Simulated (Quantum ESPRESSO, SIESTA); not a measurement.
This is a calculation of Sb for Quantum ESPRESSO 7.5. This isn't the form of Sb at room conditions, which is rhombohedral.

File pw.in:

```
&CONTROL
  calculation = 'scf'
  prefix = 'pwscf'
  outdir = './tmp'
  pseudo_dir = './pseudo'
  tprnfor = .true.
  tstress = .true.
  disk_io = 'low'
/
&SYSTEM
  ibrav = 0
  celldm(1) = 8
  nat = 4
  ntyp = 1
  ecutwfc = 45
  ecutrho = 360
  nbnd = 40
  occupations = 'smearing'
  smearing = 'fd'
  degauss = 0.00367493
/
&ELECTRONS
  conv_thr = 8d-10
  electron_maxstep = 120
  mixing_beta = 0.5
/
ATOMIC_SPECIES
Sb   121.7600 sb_pbesol_v1.4.uspp.F.UPF
CELL_PARAMETERS alat
 -0.9519520496317   0.9519520496317   0.4784518924066
  0.9519520496317  -0.9519520496317   0.4784518924066
  0.9519520496317   0.9519520496317  -0.4784518924066
ATOMIC_POSITIONS crystal
Sb     0.6512630600    0.1512630600    0.8025261200
Sb     0.1512630600    0.3487369400    0.5000000000
Sb     0.3487369400    0.8487369400    0.1974738800
Sb     0.8487369400    0.6512630600    0.5000000000
K_POINTS automatic
7 7 7 0 0 0
```

File pp_density.in:

```
&INPUTPP
  prefix = 'pwscf'
  outdir = './tmp'
  filplot = 'density.dat'
  plot_num = 0
/
&PLOT
  nfile = 1
  filepp(1) = 'density.dat'
  iflag = 3
  output_format = 6
  fileout = 'density.cube'
/
```

Contents of pp_potential.in:

```
&INPUTPP
  prefix = 'pwscf'
  outdir = './tmp'
  filplot = 'potential.dat'
  plot_num = 11
/
&PLOT
  nfile = 1
  filepp(1) = 'potential.dat'
  iflag = 3
  output_format = 6
  fileout = 'potential.cube'
/
```

Potentials or basis: GBRV 1.5 PBEsol.

The run is started by

```bash
$ OMP_NUM_THREADS=1 mpirun -n 2 pw.x -nk 2 -in pw.in > pw.out
$ OMP_NUM_THREADS=1 mpirun -n 1 pp.x -in pp_density.in > pp_density.out
$ OMP_NUM_THREADS=1 mpirun -n 1 pp.x -in pp_potential.in > pp_potential.out
```

Q: What does the same run look like in SIESTA 5.4.2? Potentials or basis there: files PseudoDojo sr-pbesol-0.4.1-standard, DZP (energy shift 0.003 Ry; two zetas on semicore shells).

A: As run (cutoffs and basis follow the program's own potentials, and thresholds, step limits or extra output files can differ):

Sb.fdf

```
SystemName                      Sb
SystemLabel                     Sb
NumberOfSpecies                 1
NumberOfAtoms                   4
%block ChemicalSpeciesLabel
  1  51 Sb
%endblock ChemicalSpeciesLabel

LatticeConstant                 1.0 Ang
%block LatticeVectors
    -4.0300106443     4.0300106443     2.0254867038
     4.0300106443    -4.0300106443     2.0254867038
     4.0300106443     4.0300106443    -2.0254867038
%endblock LatticeVectors
AtomicCoordinatesFormat         Fractional
%block AtomicCoordinatesAndAtomicSpecies
     0.6512630600     0.1512630600     0.8025261200  1  Sb
     0.1512630600     0.3487369400     0.5000000000  1  Sb
     0.3487369400     0.8487369400     0.1974738800  1  Sb
     0.8487369400     0.6512630600     0.5000000000  1  Sb
%endblock AtomicCoordinatesAndAtomicSpecies

%block kgrid.MonkhorstPack
    7   0   0  0.0
    0   7   0  0.0
    0   0   7  0.0
%endblock kgrid.MonkhorstPack
XC.Functional                   GGA
XC.Authors                      PBEsol
PAO.BasisSize                   DZP
PAO.EnergyShift                 0.003 Ry
Mesh.Cutoff                     500 Ry
OccupationFunction              FD
ElectronicTemperature           0.05 eV
MaxSCFIterations                120
SCF.MustConverge                false
SCF.Mixer.Method                Pulay
SCF.Mixer.Weight                0.25
SCF.Mixer.History               8
SCF.DM.Tolerance                5.0e-05
SCF.H.Tolerance                 1.0e-03 eV
WriteForces                     true
Charge.Mulliken                 end
%block PAO.Basis
  Sb 4
  n=5 0 2
    5.972 0.000
  n=5 1 2
    7.842 0.000
  n=4 2 2
    3.490 0.000
  n=5 2 1
    7.842
%endblock PAO.Basis
```

Potentials or basis: PseudoDojo 0.4 standard (PBEsol files), converted to PSML, two zetas on semicore shells, DZP (energy shift 0.003 Ry; two zetas on semicore shells).

Launch:

```sh
$ siesta Sb.fdf > Sb.out 2>&1
```

Both were run:

|  | Quantum ESPRESSO | SIESTA |
| --- | --- | --- |
| Pressure | -0.9 GPa | 0.8 GPa |

Pressure is positive in compression.
